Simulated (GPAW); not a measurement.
Crystal: BaTiO3 (Barioperovskite).

```
CELL_PARAMETERS angstrom
3.98550 0.00000 0.00000
0.00000 2.83690 2.84515
0.00000 -2.83690 2.84515
ATOMIC_POSITIONS crystal
Ba 0.00000 0.00000 0.00000
Ti 0.50000 0.51240 0.51240
O 0.50000 0.99184 0.50524
O 0.50000 0.50524 0.99184
O 0.00000 0.48740 0.48740
```

Base run:

```yaml
Program: GPAW 26.7.0
Functional: r2SCAN
Potentials_or_basis: GPAW PAW data sets (gpaw-data 1.2.1)
Cutoff: 800 eV
Basis: pw
k_mesh: 5 × 5 × 5
Occupations: fermi-dirac, width 0.05 eV
Spin: no spin polarisation
```

Its results: band gap on the k mesh 2.39 eV, indirect (least direct gap 2.46 eV); pressure 0.6 GPa.

**Question.** After a change of settings the same cell gave: band gap on the k mesh 2.41 eV, indirect (least direct gap 2.49 eV); pressure -0.1 GPa. Which change was it?
A. functional from r2SCAN to SCAN
B. functional from r2SCAN to LDA; potentials or basis from GPAW PAW data sets (gpaw-data 1.2.1) to the program's PAW data sets (release 1.2.1) made for this functional
C. functional from r2SCAN to BLYP; potentials or basis from GPAW PAW data sets (gpaw-data 1.2.1) to PAW data sets generated in the run's folder for this functional
D. functional from r2SCAN to PBEsol; potentials or basis from GPAW PAW data sets (gpaw-data 1.2.1) to PAW data sets generated in the run's folder for this functional

**Answer.** A.

Caveats: the PAW data sets were made with another functional, which shifts forces and pressure a little; spin-orbit coupling is left out, which moves the levels of the heavy elements; the mesh misses the band edges, which the band path finds closer together (some runs); an odd mesh through Γ misses points on the zone boundary, where band edges often lie (some runs).

Not every run made on this cell is shown here.
